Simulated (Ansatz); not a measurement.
Something may be wrong with this Ansatz 0.2.0 calculation of TePb.

File input.yaml:

```yaml
crystal:
  lattice:
    - [0.0, 3.231, 3.231]
    - [3.231, 0.0, 3.231]
    - [3.231, 3.231, 0.0]
  atoms:
    - { symbol: Pb, position: [-0.018897, 0.038028, -0.028272] }
    - { symbol: Te, position: [0.478157, 0.477529, 0.505295] }
hamiltonian:
  xc: blyp
  pseudopotentials: { kind: paw, partial_waves: polarizable }
  dispersion: d4
kpoints:
  mp_grid: { grid: [6, 6, 6] }
scf:
  occupations: { method: fermi_dirac, width: 0.05 }
  max_iter: 80
output:
  forces: true
  stress: true
relax:
  f_tol: 0.01
  max_steps: 40
total_charge: 4
```

Potentials or basis: Ansatz PAW polarizable.

Launch:

```console
$ ansatz run input.yaml --threads 1 --pin off --max-ram 2560MiB --backend cpu --events-out ev --progress --plain --runs-dir out
```

Output:

```text
Warning: output.stress: scf.convergence.dr2_threshold = 1e-7 eV (the SCF's general default) is looser than the 2e-10 eV advised for a printed stress (1e-10 eV for each atom of the cell: 2). What an SCF threshold leaves in a stress goes as its square root, and in the free energy as the threshold itself, and one threshold admits the most on a small cell: of the crystals measured, under no hybrid functional and no lock of the moments, on runs that ended without the residual-converged pass, on stresses that held no estimate of that error, the worst erred by over 100 MPa in a component at 1e-7 eV an atom and by under 5 at 1e-10. Every solve of this run answers to scf.convergence.dr2_threshold, and the tensor of one is reported: a single SCF on the reported geometry and on this run's grids (its basis.xc_grid and basis.ecutrho_ratio typed), with scf.convergence.dr2_threshold at 2e-10 eV or tighter, prints it and tightens no other solve. Else set scf.convergence.dr2_threshold to 2e-10 eV or tighter. The threshold is an SCF's pass mark: one that does not reach it within its budget of iterations ends unconverged, or closes short of it on a stop that the run arms, and scf.convergence.dr2_threshold's page says what that costs each kind of run
Warning: RAYON_NUM_THREADS=1 ignored (pool sized by the plan → 1); use --threads N
The last accepted step is kept in <dir> (removed where the run ends without a failure and the disk answers)
Engine: ansatz 0.2.0, aarch64-unknown-linux-gnu
Pseudopotentials: kind: paw
Pseudopotential: Pb, paw, valence charge 14, recommended cutoff 420 eV (normal), Pb.paw.azcp
Pseudopotential: Te, paw, valence charge 16, recommended cutoff 420 eV (normal), Te.paw.azcp
Functional definition: BLYP
  parameter beta = 0.0042
  parameter a = 0.04918
  parameter b = 0.132
  parameter c = 0.2533
[... 88 lines left out ...]
  E_smearing   = -0.024518  (= −TS)
  E_closure    = 0.000000  (closes the sum)
  E_deformation_potential = 56.024351  (in the stress; not in F)
  Σ components = -18964.568036   (vs F -18964.568036, Δ=0.00e0)
--- Forces (eV/Å), atoms counted from 1 ---
  atom   1  Pb    -0.00068735     0.00068902    -0.00027811
  atom   2  Te     0.00070865    -0.00071119     0.00029020
  max |Σ_I F_I| component: 2.22e-5 eV/Å
--- Stress (GPa, compression-positive) ---
        6.140165      -0.000022       0.000014
       -0.000022       6.140337      -0.000013
        0.000014      -0.000013       6.139571
  P = ⅓ Tr σ = 6.1400 GPa (61.400 kbar)
--- Relaxed structure (4 steps of the walk, 4 accepted, 0 SCFs on fresh bases) ---
  F+E_penalty+E_count = -18964.56803642 eV   max|allowed force component| = 7.001e-4 eV/Å
  atoms:
    - { symbol: Pb, position: [-0.02039949596350686, 0.007823186449958455, -0.011495931829237735] }
    - { symbol: Te, position: [0.4796594959635069, 0.5077338135500415, 0.48851893182923783] }
```

What happened, and what is wrong with the input?

The run converged. The input holds a flaw that was put in on purpose: a charge that the system can't hold (total_charge = 4). The program doesn't stop on it, so the numbers can't be trusted though the run ends normally.
